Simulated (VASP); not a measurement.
# Co (P6_3/mmc) in VASP: a series of runs

One crystal, Co, is run at these levels: PBE; tasks: relaxation of cell and atoms.

All numbers are computed with VASP 6.6.1; they aren't measurements. Logs are shortened: lines on timing, memory, paths and dates and some standing lists are left out, and cuts for length are marked.

## (1) Starting point

Symmetry: P6_3/mmc, No. 194, hexagonal system. Conventional cell: a = 2.507 Å, b = 2.507 Å, c = 4.070 Å, α = 90.00°, β = 90.00°, γ = 120.00°. Co (site symmetry -6m2) is surrounded by 12 Co at 2.50 to 2.51 Å.

## (2) Relaxation of cell and atoms, PBE, collinear spin, ferromagnetic start

The input, INCAR:

```
ALGO     = Normal         # electronic algorithm
EDIFF    = 1E-7           # SCF threshold, eV
EDIFFG   = -0.002         # ionic threshold
ENCUT    = 520            # plane-wave cutoff, eV
GGA      = PE             # functional
IBRION   = 2              # ionic algorithm
ISIF     = 3              # what is computed and relaxed
ISMEAR   = 0              # smearing method
ISPIN    = 2              # spin polarisation
LASPH    = True           # aspherical terms in the spheres
LCHARG   = False          # write CHGCAR
LMAXMIX  = 4              # l up to which the mixer works
LORBIT   = 11             # projections on sites
LREAL    = False          # projectors in reciprocal space
LWAVE    = False          # write WAVECAR
MAGMOM   = 1.5 1.5        # initial moments
NELM     = 100            # most SCF steps
NSW      = 80             # ionic steps
PREC     = Accurate       # precision mode
SIGMA    = 0.1            # smearing width, eV
```

The input, KPOINTS:

```
k-points
0
Gamma
  6 6 4
```

The input, POSCAR:

```
Co
1.0
    2.5074000000      0.0000000000      0.0000000000
   -1.2537000000      2.1714721000      0.0000000000
    0.0000000000      0.0000000000      4.0699000000
Co
2
Direct
    0.3333333300      0.6666666700      0.2500000000
    0.6666666700      0.3333333300      0.7500000000
```

Potentials or basis: VASP PAW PBE potentials, release 64 (Co).

Run with:

```
$ cat potpaw_PBE.64/Co/POTCAR > POTCAR
$ mpirun -np 1 vasp_std > vasp.out
```

OUTCAR:

```text
EDIFF = 1E-7
   EDIFFG = -0.002
   ENCUT = 520
   GGA = PE
   IBRION = 2
   ISIF = 3
   ISMEAR = 0
   ISPIN = 2
   LASPH = True
   LORBIT = 11
   LREAL = False
   NELM = 100
   NSW = 80
   PREC = Accurate

 ion  position               nearest neighbor table
   1  0.333  0.667  0.250-   2 2.50   2 2.50   2 2.50   2 2.50   2 2.50   2 2.50
   2  0.667  0.333  0.750-   1 2.50   1 2.50   1 2.50   1 2.50   1 2.50   1 2.50

  LATTYP: Found a hexagonal cell.
 ALAT       =     2.5074000000
 C/A-ratio  =     1.6231554598

  Lattice vectors:

 A1 = (   2.5074000000,   0.0000000000,   0.0000000000)
 A2 = (  -1.2537000000,   2.1714721000,   0.0000000000)
 A3 = (   0.0000000000,   0.0000000000,   4.0699000000)

Analysis of symmetry for initial positions (statically):
=====================================================================
 Subroutine PRICEL returns:
 Original cell was already a primitive cell.

 Routine SETGRP: Setting up the symmetry group for a
 hexagonal supercell.

 Subroutine GETGRP returns: Found 24 space group operations
 (whereof 12 operations were pure point group operations)
 out of a pool of 24 trial point group operations.

The static configuration has the point symmetry D_3d.
 The point group associated with its full space group is D_6h.

Analysis of symmetry for dynamics (positions and initial velocities):
=====================================================================
 Subroutine PRICEL returns:
 Original cell was already a primitive cell.

 Routine SETGRP: Setting up the symmetry group for a
 hexagonal supercell.

 Subroutine GETGRP returns: Found 24 space group operations
 (whereof 12 operations were pure point group operations)
 out of a pool of 24 trial point group operations.

The dynamic configuration has the point symmetry D_3d.
 The point group associated with its full space group is D_6h.

Analysis of structural, dynamic, and magnetic symmetry:
=====================================================================
 Subroutine PRICEL returns:
 Original cell was already a primitive cell.

 Routine SETGRP: Setting up the symmetry group for a
 hexagonal supercell.

 Subroutine GETGRP returns: Found 24 space group operations
 (whereof 12 operations were pure point group operations)
 out of a pool of 24 trial point group operations.

The overall configuration has the point symmetry D_3d.
 The point group associated with its full space group is D_6h.

 Subroutine INISYM returns: Found 24 space group operations
 (whereof 12 operations are pure point group operations),
 and found     1 'primitive' translations

----------------------------------------------------------------------------------------

                                     Primitive cell

  volume of cell :      22.1596

  direct lattice vectors                    reciprocal lattice vectors
     2.507400000  0.000000000  0.000000000     0.398819494  0.230258542  0.000000000
    -1.253700000  2.171472100  0.000000000     0.000000000  0.460517084  0.000000000
     0.000000000  0.000000000  4.069900000     0.000000000  0.000000000  0.245706283

  length of vectors
     2.507400000  2.507400002  4.069900000     0.460517085  0.460517084  0.245706283

  position of ions in fractional coordinates (direct lattice)
     0.333333330  0.666666670  0.250000000
     0.666666670  0.333333330  0.750000000

  ion indices of the primitive-cell ions
   primitive index   ion index
                 1           1
                 2           2

----------------------------------------------------------------------------------------

 KPOINTS: k-points

Automatic generation of k-mesh.
 Grid dimensions read from file:
 generate k-points for:    6    6    4

 Generating k-lattice:

  Cartesian coordinates                     Fractional coordinates (reciprocal lattice)
     0.066469916  0.038376424  0.000000000     0.166666667  0.000000000  0.000000000
     0.000000000  0.076752847  0.000000000     0.000000000  0.166666667  0.000000000
     0.000000000  0.000000000  0.061426571     0.000000000  0.000000000  0.250000000

  Length of vectors
     0.076752847  0.076752847  0.061426571

  Shift w.r.t. Gamma in fractional coordinates (k-lattice)
     0.000000000  0.000000000  0.000000000

 Subroutine IBZKPT returns following result:
 ===========================================

 Found     21 irreducible k-points:

 Following reciprocal coordinates:
            Coordinates               Weight
  0.000000  0.000000  0.000000      1.000000
  0.166667 -0.000000  0.000000      6.000000
  0.333333  0.000000  0.000000      6.000000
  0.500000  0.000000  0.000000      3.000000
  0.166667  0.166667  0.000000      6.000000
  0.333333  0.166667  0.000000     12.000000
[... 13 lines left out ...]
  0.333333  0.166667  0.500000     12.000000
  0.333333  0.333333  0.500000      2.000000
   k-points           NKPTS =     21   k-points in BZ     NKDIM =     21   number of bands    NBANDS=     15
   number of dos      NEDOS =    301   number of ions     NIONS =      2
   total plane-waves  NPLWV =  12000
   dimension x,y,z NGX =    20 NGY =   20 NGZ =   30
   dimension x,y,z NGXF=    40 NGYF=   40 NGZF=   60
   ions per type =               2
   NGX,Y,Z   is equivalent  to a cutoff of  13.26, 13.26, 12.25 a.u.
   NGXF,Y,Z  is equivalent  to a cutoff of  26.52, 26.52, 24.51 a.u.
 SYSTEM =  unknown system
   PREC   = accura    normal or accurate (medium, high low for compatibility)
   ISTART =      0    job   : 0-new  1-cont  2-samecut
   ICHARG =      2    charge: 1-file 2-atom 10-const
   ISPIN  =      2    spin polarized calculation?
   LNONCOLLINEAR =      F non collinear calculations
   LSORBIT =      F    spin-orbit coupling
   LASPH  =      T    aspherical Exc in radial PAW
   ENCUT  =  520.0 eV  38.22 Ry    6.18 a.u.   4.66  4.66  7.57*2*pi/ulx,y,z
   NELM   =    100;   NELMIN=  2; NELMDL= -5     # of ELM steps
   EDIFF  = 0.1E-06   stopping-criterion for ELM
   LREAL  =      F    real-space projection
   EDIFFG = -.2E-02   stopping-criterion for IOM
   NSW    =     80    number of steps for IOM
   IBRION =      2    ionic relax: 0-MD 1-quasi-New 2-CG
   NFREE  =      1    steps in history (QN), initial steepest desc. (CG)
   ISIF   =      3    stress and relaxation
   ISYM   =      2    0-nonsym 1-usesym 2-fastsym
   POTIM  = 0.5000    time-step for ionic-motion
   TEBEG  =    0.0;   TEEND  =   0.0 temperature during run
   PSTRESS=    0.0 pullay stress
   NELECT =      18.0000    total number of electrons
   NUPDOWN=      -1.0000    fix difference up-down
   EMIN   =  10.00;   EMAX   =-10.00  energy-range for DOS
   EFERMI =   0.00;   METHOD = LEGACY
   ISMEAR =     0;   SIGMA  =   0.10  broadening in eV -4-tet -1-fermi 0-gaus
   EFERMI_NEDOS =   21; number of points for ismear=-14 and -15
   IALGO  =     38    algorithm
   IMIX   =      4    mixing-type and parameters
     AMIX     =   0.40;   BMIX     =  1.00
     AMIX_MAG =   1.60;   BMIX_MAG =  1.00
  volume/ion in A,a.u.               =      11.08        74.77
  Fermi-wavevector in a.u.,A,eV,Ry     =   1.527490  2.886538 31.745475  2.333227
  Thomas-Fermi vector in A             =   2.635379
   LORBIT       =     11    0 simple, 1 ext, 2 COOP (PROOUT), +10 PAW based schemes
   GGA     = PE    functional components
   LHFCALC =     F    Hartree Fock is set to
   AEXX    =    0.0000 exact exchange contribution
   IVDW    =     0    specifies the selected vdW correction
   LEPSILON=     F    determine dielectric tensor
   LRPA    =     F    only Hartree local field effects (RPA)
 conjugate gradient relaxation of ions
 spin polarized calculation
 Gauss-broadening in eV      SIGMA  =   0.10
  energy-cutoff  :      520.00
  volume of cell :       22.16
 maximum number of plane-waves:       604
 NGX is ok and might be reduce to    20
   NGX =  9   NGY =  9   NGZ = 15

--------------------------------------- Ionic step        1  -------------------------------------------

 number of electron      18.0000002 magnetization       3.2512165

 Free energy of the ion-electron system (eV)
  ---------------------------------------------------
  ext. energy  EPLUGINS =         0.00000000
  ---------------------------------------------------
  free energy    TOTEN  =       -14.09190105 eV

  energy without entropy =      -14.08016205  energy(sigma->0) =      -14.08603155

 E-fermi :   9.9460     XC(G=0): -13.2794

 val. band max:        9.9396408629   @ k =   0.5000   0.0000   0.5000
 cond. band min:       9.9703440017   @ k =   0.3333   0.0000   0.5000
 fundamental gap:      0.0307031388
 Fermi energy:         9.9459667648

 spin component 1

 k-point     1 :       0.0000    0.0000    0.0000
  band No.  band energies     occupation
      1       1.1703      1.00000
      2       4.9321      1.00000
      3       7.3703      1.00000
      4       7.4237      1.00000
      5       7.4237      1.00000
      6       7.7209      1.00000
      7       7.7209      1.00000
      8       8.0467      1.00000
      9       8.0467      1.00000
     10       9.0977      1.00000
     11       9.0977      1.00000
     12       9.8481      0.91682
     13      16.0823      0.00000
     14      31.8010      0.00000
[... 346 lines left out ...]
      1       6.1912      1.00000
      2       6.1912      1.00000
      3       6.3314      1.00000
      4       6.3314      1.00000
      5       7.0863      1.00000
      6       7.0863      1.00000
      7       8.0841      1.00000
      8       8.0841      1.00000
      9       9.1608      1.00000
     10       9.1608      1.00000
     11      15.5699      0.00000
     12      15.5699      0.00000
     13      17.1474      0.00000
     14      17.1474      0.00000
     15      19.2918      0.00000
 Fermi energy:         9.9459667648

 spin component 2

 k-point     1 :       0.0000    0.0000    0.0000
  band No.  band energies     occupation
      1       1.1753      1.00000
      2       5.8728      1.00000
      3       8.9989      1.00000
      4       9.0619      1.00000
      5       9.0619      1.00000
      6       9.4109      1.00000
      7       9.4109      1.00000
      8       9.7971      0.98237
      9       9.8393      0.93426
     10       9.8393      0.93426
     11      11.0055      0.00000
     12      11.0055      0.00000
     13      17.0958      0.00000
     14      31.5231      0.00000
[... 460 lines left out ...]
  FREE ENERGIE OF THE ION-ELECTRON SYSTEM (eV)
  ---------------------------------------------------
  free  energy   TOTEN  =       -14.1006870724 eV

  energy  without entropy=      -14.0902000073  energy(sigma->0) =      -14.09544354

[... ionic steps 4 to 16 ...]

--------------------------------------- Ionic step       17  -------------------------------------------

 number of electron      18.0000000 magnetization       3.1963955

------------------------ aborting loop because EDIFF is reached ----------------------------------------
[... 67 lines left out ...]
--------------------------------------- Ionic step       19  -------------------------------------------

 number of electron      18.0000000 magnetization       3.1955216

 Free energy of the ion-electron system (eV)
  ---------------------------------------------------
  ext. energy  EPLUGINS =         0.00000000
  ---------------------------------------------------
  free energy    TOTEN  =       -14.10069191 eV

  energy without entropy =      -14.09024170  energy(sigma->0) =      -14.09546681

 E-fermi :  10.2980     XC(G=0): -13.4272

 val. band max:       10.2749437177   @ k =   0.5000   0.0000   0.5000
 cond. band min:      10.3700017931   @ k =   0.1667   0.1667   0.2500
 fundamental gap:      0.0950580754
 Fermi energy:        10.2980098097

 spin component 1

 k-point     1 :       0.0000    0.0000    0.0000
  band No.  band energies     occupation
      1       1.3785      1.00000
      2       5.1735      1.00000
      3       7.6889      1.00000
      4       7.7547      1.00000
      5       7.7547      1.00000
      6       8.0633      1.00000
      7       8.0633      1.00000
      8       8.4144      1.00000
      9       8.4144      1.00000
     10       9.5013      1.00000
     11       9.5013      1.00000
     12      10.1685      0.96646
     13      16.6391      0.00000
     14      32.3964      0.00000
[... 346 lines left out ...]
      1       6.4760      1.00000
      2       6.4760      1.00000
      3       6.6125      1.00000
      4       6.6125      1.00000
      5       7.3986      1.00000
      6       7.3986      1.00000
      7       8.4405      1.00000
      8       8.4405      1.00000
      9       9.5637      1.00000
     10       9.5637      1.00000
     11      16.0813      0.00000
     12      16.0813      0.00000
     13      17.6779      0.00000
     14      17.6779      0.00000
     15      19.9331      0.00000
 Fermi energy:        10.2980098097

 spin component 2

 k-point     1 :       0.0000    0.0000    0.0000
  band No.  band energies     occupation
      1       1.3846      1.00000
      2       6.0987      1.00000
      3       9.2920      1.00000
      4       9.3699      1.00000
      5       9.3699      1.00000
      6       9.7303      1.00000
      7       9.7303      1.00000
      8      10.1200      0.99409
      9      10.1750      0.95906
     10      10.1750      0.95906
     11      11.3763      0.00000
     12      11.3763      0.00000
     13      17.6453      0.00000
     14      32.1260      0.00000
[... 388 lines left out ...]
  FREE ENERGIE OF THE ION-ELECTRON SYSTEM (eV)
  ---------------------------------------------------
  free  energy   TOTEN  =       -14.1006919090 eV

  energy  without entropy=      -14.0902417026  energy(sigma->0) =      -14.09546681

 reached required accuracy - stopping structural energy minimisation

 total charge

# of ion       s       p       d       tot
------------------------------------------
    1        0.490   0.521   7.272   8.283
    2        0.490   0.521   7.272   8.283
--------------------------------------------------
tot          0.981   1.041  14.543  16.565

 magnetization (x)

# of ion       s       p       d       tot
------------------------------------------
    1       -0.015  -0.049   1.679   1.615
    2       -0.015  -0.049   1.679   1.615
--------------------------------------------------
tot         -0.030  -0.098   3.358   3.229
```

Run time: 2.7 min. Hardware: 1 thread of Intel Xeon Platinum 8259CL at 2.50GHz (Skylake/Cascade Lake), shared host; peak memory 0.14 GiB.

What came out:

| Item | Value |
| --- | --- |
| Free energy | -14.1007 eV |
| Relaxed volume | 10.80 Å³/atom |
| Relaxed cell | a = 2.485 Å, b = 2.485 Å, c = 4.041 Å, α = 90.00°, β = 90.00°, γ = 120.00° |
| Space group after relaxing (to 0.05 Å) | P6_3/mmc (No. 194) |
| Energy gained by relaxing | 4.4 meV/atom |
| Ionic steps | 19 |
| Pressure after relaxing | 0.0 GPa |
| Band gap on the k mesh | none (metal or under the smearing width) |
| Net moment | 3.20 μB per cell |
| Site moments | Co +1.61 μB |
| Valence electrons inside the program's atomic spheres | Co 8.28 |

The path:
```tsv
step	energy change (eV)	largest force (eV/Å)	pressure (GPa)	volume (Å³)
1	0.0000	0.0000	-4.89	22.16
2	-0.0004	0.0000	5.26	21.09
3	-0.0088	0.0000	-0.02	21.61
4	-0.0088	0.0000	0.08	21.60
5	-0.0088	0.0000	-0.08	21.61
6	-0.0088	0.0000	-0.03	21.61
7	-0.0088	0.0000	-0.03	21.61
8	-0.0088	0.0000	-0.06	21.61
9	-0.0088	0.0000	-0.04	21.61
10	-0.0088	0.0000	0.06	21.61
11	-0.0088	0.0000	-0.09	21.62
12	-0.0088	0.0000	-0.06	21.61
13	-0.0088	0.0000	-0.04	21.61
14	-0.0088	0.0000	-0.02	21.61
15	-0.0088	0.0000	0.06	21.61
16	-0.0088	0.0000	-0.10	21.61
17	-0.0088	0.0000	0.00	21.61
18	-0.0088	0.0000	-0.03	21.61
19	-0.0088	0.0000	0.01	21.61
```

Final structure:
```
Co
1.0
     2.48488    0.00000    0.00000
    -1.24244    2.15197    0.00000
     0.00000    0.00000    4.04059
Co
2
Direct
  0.33333 0.66667 0.25000
  0.66667 0.33333 0.75000
```

Levels at points of the mesh, in eV from the Fermi level:
Spin up:
| k point | band 8 | band 9 | band 10 | band 11 | band 12 | band 13 | band 14 | band 15 |
| --- | --- | --- | --- | --- | --- | --- | --- | --- |
| (0.00, 0.00, 0.00) | -1.88 | -1.88 | -0.80 | -0.80 | -0.13 | 6.34 | 22.10 | 24.75 |
| (0.50, 0.00, 0.00) | -0.63 | -0.58 | -0.48 | 1.36 | 3.39 | 9.70 | 10.37 | 12.76 |
| (0.00, 0.00, 0.50) | -2.61 | -1.11 | -1.11 | -1.11 | -1.11 | 14.95 | 14.95 | 22.82 |
| (0.50, 0.00, 0.50) | -1.03 | -0.54 | -0.54 | 1.63 | 1.63 | 7.34 | 7.34 | 18.48 |
Spin down:
```tsv
k point	band 5	band 6	band 7	band 8	band 9	band 10	band 11	band 12
(0.00, 0.00, 0.00)	-0.93	-0.57	-0.57	-0.18	-0.12	-0.12	1.08	1.08
(0.50, 0.00, 0.00)	-1.07	-1.03	-0.62	1.23	1.33	1.39	2.57	4.35
(0.00, 0.00, 0.50)	-0.99	-0.99	-0.99	-0.99	0.74	0.74	0.74	0.74
(0.50, 0.00, 0.50)	-0.02	-0.02	0.27	0.27	1.33	1.33	2.24	2.24
```

Caveat: the k mesh is coarse (spacing up to 0.48 Å⁻¹), so the values aren't converged.

## (3) Relaxation of cell and atoms, PBE, collinear spin, ferromagnetic start

This run uses another cell than the first one, of 10.80 Å³/atom, 0.975 times its volume.

INCAR is that of step 2.

KPOINTS is that of step 2.

The input, POSCAR:

```
Co                                      
1.0
    2.4848841314     -0.0000000000     -0.0000000000
   -1.2424420657      2.1519727857      0.0000000000
   -0.0000000000     -0.0000000000      4.0405946071
  Co            
     2
Direct
     0.3333333300000021    0.6666666699999979    0.2500000000000000
     0.6666666699999979    0.3333333300000021    0.7500000000000000
```

Potentials or basis: VASP PAW PBE potentials, release 64 (Co).

Run with:

```
$ cat potpaw_PBE.64/Co/POTCAR > POTCAR
$ mpirun -np 1 vasp_std > vasp.out
```

Wall time 25 s (1 thread of Intel Xeon Platinum 8259CL at 2.50GHz (Skylake/Cascade Lake), shared host); peak memory 0.13 GiB.

It converged, with:

```yaml
Free_energy: -14.1007 eV
Pressure_after_relaxing: 0.0 GPa
Band_gap_on_the_k_mesh: none (metal or under the smearing width)
Net_moment: 3.20 μB per cell
Site_moments: Co +1.61 μB
Valence_electrons_inside_the_program's_atomic_spheres: Co 8.28
```

Final structure:
```
Co
1.0
     2.48488    0.00000    0.00000
    -1.24244    2.15197    0.00000
     0.00000    0.00000    4.04059
Co
2
Direct
  0.33333 0.66667 0.25000
  0.66667 0.33333 0.75000
```

Levels at points of the mesh, in eV from the Fermi level:
Spin up:
```csv
k point,band 8,band 9,band 10,band 11,band 12,band 13,band 14,band 15
"(0.00, 0.00, 0.00)",-1.88,-1.88,-0.80,-0.80,-0.13,6.34,22.10,24.75
"(0.50, 0.00, 0.00)",-0.63,-0.58,-0.48,1.36,3.39,9.70,10.37,12.76
"(0.00, 0.00, 0.50)",-2.61,-1.11,-1.11,-1.11,-1.11,14.95,14.95,22.82
"(0.50, 0.00, 0.50)",-1.03,-0.54,-0.54,1.63,1.63,7.34,7.34,18.48
```
Spin down:
| k point | band 4 | band 5 | band 6 | band 7 | band 8 | band 9 | band 10 | band 11 | band 12 | band 13 |
| --- | --- | --- | --- | --- | --- | --- | --- | --- | --- | --- |
| (0.00, 0.00, 0.00) | -0.93 | -0.93 | -0.57 | -0.57 | -0.18 | -0.12 | -0.12 | 1.08 | 1.08 | 7.35 |
| (0.50, 0.00, 0.00) | -1.81 | -1.07 | -1.03 | -0.62 | 1.23 | 1.33 | 1.39 | 2.57 | 4.35 | 10.13 |
| (0.00, 0.00, 0.50) | -1.55 | -0.99 | -0.99 | -0.99 | -0.99 | 0.74 | 0.74 | 0.74 | 0.74 | 15.36 |
| (0.50, 0.00, 0.50) | -2.37 | -0.02 | -0.02 | 0.27 | 0.27 | 1.33 | 1.33 | 2.24 | 2.24 | 8.24 |

Caveat: the k mesh is coarse (spacing up to 0.49 Å⁻¹), so the values aren't converged; the relaxation stopped at its first step, so nothing moved.
